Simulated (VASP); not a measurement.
# CO in VASP: a series of runs

One molecule, CO, is run at these levels: PBE+D3; tasks: relaxation of the atoms, vibrations by finite differences.

Everything below comes from runs of VASP 6.6.1. Logs are shortened: lines on timing, memory, paths and dates and some standing lists are left out, and cuts for length are marked.

### Step 1. The molecule as given

The cell holds a molecule in a box, 2 atoms: a = 11.466 Å, b = 11.966 Å, c = 12.466 Å, α = 90.00°, β = 90.00°, γ = 90.00°.

### Step 2. Relaxation of the atoms, PBE+D3

INCAR

```
PREC = Accurate
ENCUT = 400
EDIFF = 1E-6
ISMEAR = 0
SIGMA = 0.01
LREAL = F
LASPH = T
NELM = 80
ALGO = Normal
ISIF = 2
LWAVE = F
LCHARG = F
GGA = PE
IVDW = 11
IBRION = 2
NSW = 120
EDIFFG = -0.03
ISYM = 0
```

KPOINTS

```
Automatic mesh
0
Gamma
  1 1 1
```

POSCAR

```
CO
1.0
   11.4664208122      0.0000000000      0.0000000000
    0.0000000000     11.9664208122      0.0000000000
    0.0000000000      0.0000000000     12.4664208122
C O
1 1
Selective dynamics
Direct
    0.5219830803      0.5161969978      0.4612390426  F F F
    0.4780169197      0.4921597198      0.5387609574  T T T
```

Potentials or basis: VASP PAW PBE potentials, release 64 (C, O).

The run is started by

```sh
$ cat potpaw_PBE.64/C/POTCAR potpaw_PBE.64/O/POTCAR > POTCAR
$ mpirun -np 1 vasp_gam > vasp.out
```

OUTCAR:

```text
PREC = Accurate
   ENCUT = 400
   EDIFF = 1E-6
   ISMEAR = 0
   LREAL = F
   LASPH = T
   NELM = 80
   ISIF = 2
   GGA = PE
   IVDW = 11
   IBRION = 2
   NSW = 120
   EDIFFG = -0.03
   ISYM = 0
 IVDW          = 11

 ion  position               nearest neighbor table
   1  0.522  0.516  0.461-   2 1.13
   2  0.478  0.492  0.539-   1 1.13

IMPORTANT INFORMATION: All symmetrisations will be switched off!
NOSYMM: (Re-)initialisation of all symmetry stuff for point group C_1.

----------------------------------------------------------------------------------------

                                     Primitive cell

  volume of cell :    1710.5427

  direct lattice vectors                    reciprocal lattice vectors
    11.466420812  0.000000000  0.000000000     0.087211172  0.000000000  0.000000000
     0.000000000 11.966420812  0.000000000     0.000000000  0.083567176  0.000000000
     0.000000000  0.000000000 12.466420812     0.000000000  0.000000000  0.080215486

  length of vectors
    11.466420812 11.966420812 12.466420812     0.087211172  0.083567176  0.080215486

  position of ions in fractional coordinates (direct lattice)
     0.521983080  0.516196998  0.461239043
     0.478016920  0.492159720  0.538760957

  ion indices of the primitive-cell ions
   primitive index   ion index
                 1           1
                 2           2

----------------------------------------------------------------------------------------

 KPOINTS: Automatic mesh

Automatic generation of k-mesh.
 Grid dimensions read from file:
 generate k-points for:    1    1    1

 Generating k-lattice:

  Cartesian coordinates                     Fractional coordinates (reciprocal lattice)
     0.087211172  0.000000000  0.000000000     1.000000000  0.000000000  0.000000000
     0.000000000  0.083567176  0.000000000     0.000000000  1.000000000  0.000000000
     0.000000000  0.000000000  0.080215486     0.000000000  0.000000000  1.000000000

  Length of vectors
     0.087211172  0.083567176  0.080215486

  Shift w.r.t. Gamma in fractional coordinates (k-lattice)
     0.000000000  0.000000000  0.000000000

 Subroutine IBZKPT returns following result:
 ===========================================

 Found      1 irreducible k-points:

 Following reciprocal coordinates:
            Coordinates               Weight
  0.000000  0.000000  0.000000      1.000000
   k-points           NKPTS =      1   k-points in BZ     NKDIM =      1   number of bands    NBANDS=      9
   number of dos      NEDOS =    301   number of ions     NIONS =      2
   total plane-waves  NPLWV = 537600
   dimension x,y,z NGX =    80 NGY =   80 NGZ =   84
   dimension x,y,z NGXF=   160 NGYF=  160 NGZF=  168
   ions per type =               1   1
   NGX,Y,Z   is equivalent  to a cutoff of  11.60, 11.11, 11.20 a.u.
   NGXF,Y,Z  is equivalent  to a cutoff of  23.20, 22.23, 22.40 a.u.
 SYSTEM =  unknown system
   PREC   = accura    normal or accurate (medium, high low for compatibility)
   ISTART =      0    job   : 0-new  1-cont  2-samecut
   ICHARG =      2    charge: 1-file 2-atom 10-const
   ISPIN  =      1    spin polarized calculation?
   LNONCOLLINEAR =      F non collinear calculations
   LSORBIT =      F    spin-orbit coupling
   LASPH  =      T    aspherical Exc in radial PAW
   ENCUT  =  400.0 eV  29.40 Ry    5.42 a.u.  18.70 19.51 20.33*2*pi/ulx,y,z
   NELM   =     80;   NELMIN=  2; NELMDL= -5     # of ELM steps
   EDIFF  = 0.1E-05   stopping-criterion for ELM
   LREAL  =      F    real-space projection
   EDIFFG = -.3E-01   stopping-criterion for IOM
   NSW    =    120    number of steps for IOM
   IBRION =      2    ionic relax: 0-MD 1-quasi-New 2-CG
   NFREE  =      1    steps in history (QN), initial steepest desc. (CG)
   ISIF   =      2    stress and relaxation
   ISYM   =      0    0-nonsym 1-usesym 2-fastsym
   POTIM  = 0.5000    time-step for ionic-motion
   TEBEG  =    0.0;   TEEND  =   0.0 temperature during run
   PSTRESS=    0.0 pullay stress
   NELECT =      10.0000    total number of electrons
   NUPDOWN=      -1.0000    fix difference up-down
   EMIN   =  10.00;   EMAX   =-10.00  energy-range for DOS
   EFERMI =   0.00;   METHOD = LEGACY
   ISMEAR =     0;   SIGMA  =   0.01  broadening in eV -4-tet -1-fermi 0-gaus
   EFERMI_NEDOS =   21; number of points for ismear=-14 and -15
   IALGO  =     38    algorithm
   IMIX   =      4    mixing-type and parameters
     AMIX     =   0.40;   BMIX     =  1.00
     AMIX_MAG =   1.60;   BMIX_MAG =  1.00
  volume/ion in A,a.u.               =     855.27      5771.66
  Fermi-wavevector in a.u.,A,eV,Ry     =   0.294915  0.557309  1.183365  0.086975
  Thomas-Fermi vector in A             =   1.157983
   LORBIT       =      0    0 simple, 1 ext, 2 COOP (PROOUT), +10 PAW based schemes
   GGA     = PE    functional components
   LHFCALC =     F    Hartree Fock is set to
   AEXX    =    0.0000 exact exchange contribution
   IVDW    =    11    specifies the selected vdW correction
   LEPSILON=     F    determine dielectric tensor
   LRPA    =     F    only Hartree local field effects (RPA)
 conjugate gradient relaxation of ions
 non-spin polarized calculation
 Gauss-broadening in eV      SIGMA  =   0.01
  energy-cutoff  :      400.00
  volume of cell :     1710.54
 maximum number of plane-waves:     15554
 NGX is ok and might be reduce to    80
   NGX = 37   NGY = 39   NGZ = 41

--------------------------------------- Ionic step        1  -------------------------------------------

 number of electron      10.0000004 magnetization

 Free energy of the ion-electron system (eV)
  ---------------------------------------------------
  ext. energy  EPLUGINS =         0.00000000
  ---------------------------------------------------
  free energy    TOTEN  =       -14.79615445 eV

  energy without entropy =      -14.79615445  energy(sigma->0) =      -14.79615445

------------------------ aborting loop because EDIFF is reached ----------------------------------------

 Edisp (eV)   -0.00010

 E8    (eV) :    -0.0000

  FORCE on cell =-STRESS in cart. coord.  units (eV):
  Direction    XX          YY          ZZ          XY          YZ          ZX
  --------------------------------------------------------------------------------------
  -------------------------------------------------------------------------------------
  Total      -0.33607    -0.64666     0.84370     0.25305    -0.48344    -0.84873
  in kB      -0.31478    -0.60569     0.79025     0.23702    -0.45281    -0.79496
  external pressure =       -0.04 kB  Pullay stress =        0.00 kB

 VOLUME and BASIS-vectors are now :
 -----------------------------------------------------------------------------
  energy-cutoff  :      400.00
  volume of cell :     1710.54
      direct lattice vectors                 reciprocal lattice vectors
    11.466420812  0.000000000  0.000000000     0.087211172  0.000000000  0.000000000
     0.000000000 11.966420812  0.000000000     0.000000000  0.083567176  0.000000000
     0.000000000  0.000000000 12.466420812     0.000000000  0.000000000  0.080215486

 POSITION                                       TOTAL-FORCE (eV/Angst)
 -----------------------------------------------------------------------------------
      5.98528      6.17703      5.75000         0.870857      0.492988     -1.667557
      5.48114      5.88939      6.71642        -0.870857     -0.492988      1.667557
 -----------------------------------------------------------------------------------
    total drift:                                0.000125     -0.000420     -0.000228

  FREE ENERGIE OF THE ION-ELECTRON SYSTEM (eV)
  ---------------------------------------------------
  free  energy   TOTEN  =       -14.7962541483 eV

  energy  without entropy=      -14.7962541483  energy(sigma->0) =      -14.79625415

--------------------------------------- Ionic step        2  -------------------------------------------

 number of electron      10.0000009 magnetization

------------------------ aborting loop because EDIFF is reached ----------------------------------------

 Edisp (eV)   -0.00011

 E8    (eV) :    -0.0000

  FORCE on cell =-STRESS in cart. coord.  units (eV):
  Direction    XX          YY          ZZ          XY          YZ          ZX
  --------------------------------------------------------------------------------------
  -------------------------------------------------------------------------------------
  Total      -2.41179    -1.32900    -6.75302    -0.92512     1.77351     3.10925
  in kB      -2.25900    -1.24480    -6.32520    -0.86651     1.66115     2.91227
  external pressure =       -3.28 kB  Pullay stress =        0.00 kB

 VOLUME and BASIS-vectors are now :
 -----------------------------------------------------------------------------
  energy-cutoff  :      400.00
  volume of cell :     1710.54
      direct lattice vectors                 reciprocal lattice vectors
    11.466420812  0.000000000  0.000000000     0.087211172  0.000000000  0.000000000
     0.000000000 11.966420812  0.000000000     0.000000000  0.083567176  0.000000000
     0.000000000  0.000000000 12.466420812     0.000000000  0.000000000  0.080215486

 POSITION                                       TOTAL-FORCE (eV/Angst)
 -----------------------------------------------------------------------------------
      5.98528      6.17703      5.75000        -3.001284     -1.714920      5.755077
      5.43913      5.86561      6.79687         3.001284      1.714920     -5.755077
 -----------------------------------------------------------------------------------
    total drift:                                0.000217      0.000316     -0.000742

  FREE ENERGIE OF THE ION-ELECTRON SYSTEM (eV)
  ---------------------------------------------------
  free  energy   TOTEN  =       -14.5256831481 eV

  energy  without entropy=      -14.5256831481  energy(sigma->0) =      -14.52568315

--------------------------------------- Ionic step        3  -------------------------------------------

 number of electron      10.0000001 magnetization

 Free energy of the ion-electron system (eV)
  ---------------------------------------------------
  ext. energy  EPLUGINS =         0.00000000
  ---------------------------------------------------
  free energy    TOTEN  =       -14.81153782 eV

  energy without entropy =      -14.81153782  energy(sigma->0) =      -14.81153782

 E-fermi :  -8.9479     XC(G=0):  -0.3963

 val. band max:       -8.9971562732   @ k =   0.0000   0.0000   0.0000
 cond. band min:      -2.0764065705   @ k =   0.0000   0.0000   0.0000
 fundamental gap:      6.9207497027
 Fermi energy:        -8.9478704204

 k-point     1 :       0.0000    0.0000    0.0000
  band No.  band energies     occupation
      1     -29.1903      2.00000
      2     -13.9922      2.00000
      3     -11.6718      2.00000
      4     -11.6715      2.00000
      5      -8.9972      2.00000
      6      -2.0764      0.00000
      7      -2.0761      0.00000
      8      -0.1775      0.00000
      9       0.6731      0.00000

------------------------ aborting loop because EDIFF is reached ----------------------------------------

 Edisp (eV)   -0.00010

 E8    (eV) :    -0.0000

  FORCE on cell =-STRESS in cart. coord.  units (eV):
  Direction    XX          YY          ZZ          XY          YZ          ZX
  --------------------------------------------------------------------------------------
  -------------------------------------------------------------------------------------
  Total      -0.78055    -0.79269    -0.78604     0.00010     0.00096     0.00036
  in kB      -0.73110    -0.74247    -0.73624     0.00009     0.00090     0.00033
  external pressure =       -0.74 kB  Pullay stress =        0.00 kB

 VOLUME and BASIS-vectors are now :
 -----------------------------------------------------------------------------
  energy-cutoff  :      400.00
  volume of cell :     1710.54
      direct lattice vectors                 reciprocal lattice vectors
    11.466420812  0.000000000  0.000000000     0.087211172  0.000000000  0.000000000
     0.000000000 11.966420812  0.000000000     0.000000000  0.083567176  0.000000000
     0.000000000  0.000000000 12.466420812     0.000000000  0.000000000  0.080215486

 POSITION                                       TOTAL-FORCE (eV/Angst)
 -----------------------------------------------------------------------------------
      5.98528      6.17703      5.75000        -0.010825     -0.009856      0.023636
      5.47380      5.88524      6.73048         0.010825      0.009856     -0.023636
 -----------------------------------------------------------------------------------
    total drift:                               -0.000237     -0.000788     -0.001559

  FREE ENERGIE OF THE ION-ELECTRON SYSTEM (eV)
  ---------------------------------------------------
  free  energy   TOTEN  =       -14.8116386025 eV

  energy  without entropy=      -14.8116386025  energy(sigma->0) =      -14.81163860

 reached required accuracy - stopping structural energy minimisation
```

It took 97 s on 1 thread of Intel Xeon 6975P-C (Granite Rapids), shared host; peak memory 1 GiB.

Results:

```yaml
Free_energy: -14.8116 eV
Energy_gained_by_relaxing: 7.7 meV/atom
Ionic_steps: 3
Gap_between_the_frontier_levels: 6.92 eV
Dispersion_energy_per_atom: 0.000 eV
```

Step by step:
```tsv
step	energy change (eV)	largest force (eV/Å)	pressure (GPa)
1	0.0000	1.9448	0.00
2	0.2706	6.7134	-0.33
3	-0.0154	0.0278	-0.07
```

Final structure:
```xyz
2
Lattice="11.4664 0.0000 0.0000 0.0000 11.9664 0.0000 0.0000 0.0000 12.4664" Properties=species:S:1:pos:R:3 pbc="T T T"
C     5.9853    6.1770    5.7500
O     5.4738    5.8852    6.7305
```

Levels at points of the mesh, in eV from the valence-band top:
| k point | band 2 | band 3 | band 4 | band 5 | band 6 | band 7 | band 8 | band 9 |
| --- | --- | --- | --- | --- | --- | --- | --- | --- |
| (0.00, 0.00, 0.00) | -5.00 | -2.67 | -2.67 | 0.00 | 6.92 | 6.92 | 8.82 | 9.67 |

Caveat: the cutoff is under 1.25 times the usual one of these potentials, so pressure, stress and relaxed cells hold a basis-set (Pulay) error; the standard files for N, O and F lose accuracy on very short bonds.

### Step 3. Vibrations by finite differences, PBE+D3

INCAR

```
PREC = Accurate
ENCUT = 400
EDIFF = 1E-7
ISMEAR = 0
SIGMA = 0.01
LREAL = F
LASPH = T
NELM = 80
ALGO = Normal
ISIF = 2
LWAVE = F
LCHARG = F
GGA = PE
IVDW = 11
NBANDS = 12
IBRION = 5
NFREE = 2
POTIM = 0.015
NSW = 1
ISYM = 0
```

KPOINTS is that of step 2.

POSCAR

```
CO                                      
1.0
   11.4664208122      0.0000000000      0.0000000000
    0.0000000000     11.9664208122      0.0000000000
    0.0000000000      0.0000000000     12.4664208122
  C               O             
     1     1
Selective dynamics
Direct
0.5219830802999965  0.5161969978000016  0.4612390425999990  T T T
0.4773768226076944  0.4918125045382346  0.5398883252661028  T T T
```

Potentials or basis: VASP PAW PBE potentials, release 64 (C, O).

The run is started by

```sh
$ cat potpaw_PBE.64/C/POTCAR potpaw_PBE.64/O/POTCAR > POTCAR
$ mpirun -np 1 vasp_gam > vasp.out
```

OUTCAR:

```text
PREC = Accurate
   ENCUT = 400
   EDIFF = 1E-7
   ISMEAR = 0
   LREAL = F
   LASPH = T
   NELM = 80
   ISIF = 2
   GGA = PE
   IVDW = 11
   IBRION = 5
   NFREE = 2
   POTIM = 0.015
   NSW = 1
   ISYM = 0
 IVDW          = 11

 ion  position               nearest neighbor table
   1  0.522  0.516  0.461-   2 1.14
   2  0.477  0.492  0.540-   1 1.14

IMPORTANT INFORMATION: All symmetrisations will be switched off!
NOSYMM: (Re-)initialisation of all symmetry stuff for point group C_1.

----------------------------------------------------------------------------------------

                                     Primitive cell

  volume of cell :    1710.5427

  direct lattice vectors                    reciprocal lattice vectors
[... 335 lines left out ...]
  band No.  band energies     occupation
      1     -29.3802      2.00000
      2     -13.9829      2.00000
      3     -11.7839      2.00000
      4     -11.7837      2.00000
      5      -8.9681      2.00000
      6      -1.9538      0.00000
      7      -1.9535      0.00000
      8      -0.1784      0.00000
      9       0.6740      0.00000
     10       0.8026      0.00000
     11       0.8326      0.00000
     12       0.9088      0.00000
[... 31 lines left out ...]
  FREE ENERGIE OF THE ION-ELECTRON SYSTEM (eV)
  ---------------------------------------------------
  free  energy   TOTEN  =       -14.8023690826 eV

  energy  without entropy=      -14.8023690826  energy(sigma->0) =      -14.80236908

 SECOND DERIVATIVES (NOT SYMMETRIZED)
 ------------------------------------
               1X          1Y          1Z          2X          2Y          2Z
  1X   -22.677676  -12.932640   43.465615   22.677676   12.932640  -43.465615
  1Y   -12.926566   -7.391695   24.782169   12.926566    7.391695  -24.782169
  1Z    43.548960   24.841051  -83.417992  -43.548960  -24.841051   83.417992
  2X    22.669347   12.931894  -43.462580  -22.669347  -12.931894   43.462580
  2Y    12.923321    7.392444  -24.771940  -12.923321   -7.392444   24.771940
  2Z   -43.545115  -24.827246   83.431113   43.545115   24.827246  -83.431113

 Eigenvectors and eigenvalues of the dynamical matrix
 ----------------------------------------------------

   1 f  =   63.582010 THz   399.497552 2PiTHz 2120.867568 cm-1   262.953947 meV
             X         Y         Z           dx          dy          dz
      5.985278  6.177030  5.750000    -0.337891   -0.192705    0.647996
      5.473804  5.885235  6.730475     0.292737    0.166935   -0.561456
[... 21 lines left out ...]
   6 f/i=    0.685305 THz     4.305901 2PiTHz   22.859331 cm-1     2.834195 meV
             X         Y         Z           dx          dy          dz
      5.985278  6.177030  5.750000     0.548808    0.176999    0.514316
      5.473804  5.885235  6.730475    -0.611301   -0.092780   -0.143750
```

OSZICAR:

```text
N       E                     dE             d eps       ncg     rms          rms(c)
DAV:   1     0.981022682734E+02    0.98102E+02   -0.19769E+03    32   0.342E+02
DAV:   2     0.325068583648E+02   -0.65595E+02   -0.64446E+02    36   0.859E+01
DAV:   3    -0.102852505375E+02   -0.42792E+02   -0.42349E+02    40   0.619E+01
[... 13 lines left out ...]
DAV:  13    -0.148022675078E+02   -0.27224E-05   -0.52704E-08    24   0.922E-04    0.114E-04
DAV:  14    -0.148022682877E+02   -0.77997E-06   -0.87078E-09    28   0.382E-04    0.596E-05
DAV:  15    -0.148022689400E+02   -0.65227E-06   -0.81268E-09    32   0.412E-04    0.502E-05
DAV:  16    -0.148022690626E+02   -0.12256E-06    0.65555E-10    32   0.103E-04    0.116E-05
DAV:  17    -0.148022691493E+02   -0.86747E-07    0.82313E-10    32   0.990E-05
  13 F= -.14802369E+02 E0= -.14802369E+02  d E =-.573536E-38
```

Wall time 7.5 min (1 thread of Intel Xeon 6975P-C (Granite Rapids), shared host); peak memory 1.1 GiB.

Results:

- Highest phonon frequency at Γ, LO-TO splitting left out: 2121 cm⁻¹
- Most unstable mode: 23i cm⁻¹
- Dispersion energy per atom: 0.000 eV

Phonon frequencies in cm⁻¹ (negative: imaginary):
```tsv
q point	frequencies
(0.000, 0.000, 0.000)	-23 -4 0 5 27 2121
```

Caveat: the cutoff is under 1.25 times the usual one of these potentials, so pressure, stress and relaxed cells hold a basis-set (Pulay) error; some modes are imaginary; the standard files for N, O and F lose accuracy on very short bonds.
